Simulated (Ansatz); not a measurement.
CdS in the zincblende structure was relaxed with r2SCAN, strained in 3 ways (changes of length per length), its atoms relaxed again with r2SCAN, and run with PBE in Ansatz 0.2.0. Spin-unpolarised throughout; all numbers are computed.

Uniaxial -0.5 % along z, other directions held. Input:
```yaml
crystal:
  lattice:
    - [0.0, 2.9392148426, 2.9245187684]
    - [2.9392148426, 0.0, 2.9245187684]
    - [2.9392148426, 2.9392148426, 0.0]
  atoms:
    - { symbol: Cd, position: [0.0, 0.0, 0.0] }
    - { symbol: S, position: [0.25, 0.25, 0.25] }
kpoints:
  mp_grid: { grid: [8, 8, 8] }
  band_path:
    path:
      - [0.0, 0.0, 0.0]
      - [-0.5, -0.5, 0.0]
      - [-0.375, -0.375, 0.25]
      - [-0.375, 0.0, 0.375]
      - [0.0, 0.0, 0.5]
      - [-0.5, -0.25, 0.25]
    npoints: 1
hamiltonian:
  xc: pbe
scf:
  occupations: { method: fermi_dirac, width: 0.02 }
  n_extra_bands: 4
output:
  forces: true
  stress: true
  eigenvalues: true
```

Main results, then levels in eV from the Fermi energy at the points of the path (names of the unstrained zone, bands numbered from 0):
```
Crystal: 2 atoms, lattice volume = 50.530 Å³
Basis set: ecut = 420 eV, 957 PW (Γ)
Symmetry: 8 space group operations
Space group: I-4m2 (ITA 119)
k-points: 59 of 512 (time reversal used)
Free energy (F): -9157.820666 eV
Fermi energy:    7.219166 eV
--- Stress (GPa, compression-positive) ---
        1.657376       0.000000       0.000000
        0.000000       1.657376       0.000000
        0.000000       0.000000       1.746057
  P = ⅓ Tr σ = 1.6869 GPa (16.869 kbar)
```
```tsv
point	band_9	band_10	band_11	band_12	band_13	band_14	band_15
Γ	-7.765	-0.570	-0.570	-0.555	0.541	5.965	5.965
X	-7.332	-4.413	-2.391	-2.391	3.011	3.739	8.585
U	-7.212	-4.396	-3.011	-2.052	3.655	4.822	7.889
K	-7.217	-4.412	-3.013	-2.033	3.684	4.843	7.858
L	-7.402	-4.851	-1.299	-1.280	2.421	6.410	6.447
W	-7.164	-4.370	-2.746	-2.687	4.775	4.861	6.605
```

With PBE the gap is 1.10 eV and direct, at Γ. The mean pressure is +1.69 GPa (compression positive), so PBE would enlarge the cell's volume.

Uniaxial +3.17 % along x, other directions held. These blocks change:
```yaml
crystal:
  lattice:
    - [0.0, 2.9392148426, 2.9392148426]
    - [3.0323879531, 0.0, 2.9392148426]
    - [3.0323879531, 2.9392148426, 0.0]
  atoms:
    - { symbol: Cd, position: [0.0, 0.0, 0.0] }
    - { symbol: S, position: [0.25, 0.25, 0.25] }
```

```
Crystal: 2 atoms, lattice volume = 52.394 Å³
Basis set: ecut = 420 eV, 1007 PW (Γ)
Symmetry: 8 space group operations
Space group: I-4m2 (ITA 119)
k-points: 59 of 512 (time reversal used)
Free energy (F): -9157.825863 eV
Fermi energy:    6.698231 eV
--- Stress (GPa, compression-positive) ---
       -0.821339       0.000000       0.000000
        0.000000      -0.153373       0.000000
        0.000000       0.000000      -0.153373
  P = ⅓ Tr σ = -0.3760 GPa (-3.760 kbar)
```
```tsv
point	band_9	band_10	band_11	band_12	band_13	band_14	band_15
Γ	-7.663	-0.599	-0.504	-0.504	0.489	6.002	6.003
X	-7.255	-4.186	-2.287	-2.241	3.077	3.658	8.534
U	-7.157	-4.175	-2.823	-1.947	3.636	4.743	7.837
K	-7.157	-4.175	-2.823	-1.947	3.636	4.743	7.837
L	-7.335	-4.608	-1.270	-1.148	2.384	6.346	6.568
W	-7.111	-4.129	-2.551	-2.551	4.575	4.827	6.354
```

With PBE the gap is 0.99 eV and direct, at Γ. The mean pressure at these positions is -0.38 GPa, compression counted positive.

Epitaxial -3.75 % in the plane normal to [111], free normal strain +3.43 %. These blocks change:
```yaml
crystal:
  lattice:
    - [0.1406551057, 2.9696493917, 2.9696493917]
    - [2.9696493917, 0.1406551057, 2.9696493917]
    - [2.9696493917, 2.9696493917, 0.1406551057]
  atoms:
    - { symbol: Cd, position: [0.005404961, 0.005404961, 0.005404961] }
    - { symbol: S, position: [0.244595039, 0.244595039, 0.244595039] }
```

```
Crystal: 2 atoms, lattice volume = 48.659 Å³
Basis set: ecut = 420 eV, 953 PW (Γ)
Symmetry: 6 space group operations
Space group: R3m (ITA 160)
k-points: 65 of 512 (time reversal used)
Free energy (F): -9157.761115 eV
Fermi energy:    7.799620 eV
--- Stress (GPa, compression-positive) ---
        3.906501      -1.218130      -1.218130
       -1.218130       3.906501      -1.218130
       -1.218130      -1.218130       3.906501
  P = ⅓ Tr σ = 3.9065 GPa (39.065 kbar)
```
```tsv
point	band_9	band_10	band_11	band_12	band_13	band_14	band_15
Γ	-7.905	-0.855	-0.511	-0.511	0.496	5.454	6.242
X	-7.457	-4.620	-2.722	-2.330	2.729	3.919	8.476
U	-7.337	-4.653	-3.305	-1.989	3.939	4.528	7.789
K	-7.289	-4.562	-3.105	-2.341	3.258	5.161	7.763
L	-7.474	-5.029	-1.620	-1.245	2.258	6.229	6.266
W	-7.258	-4.571	-3.017	-2.764	4.506	5.069	6.619
```

PBE gives a direct gap of 1.01 eV at Γ. The mean pressure at these positions is +3.91 GPa, compression counted positive.

Spin-orbit coupling is left out.
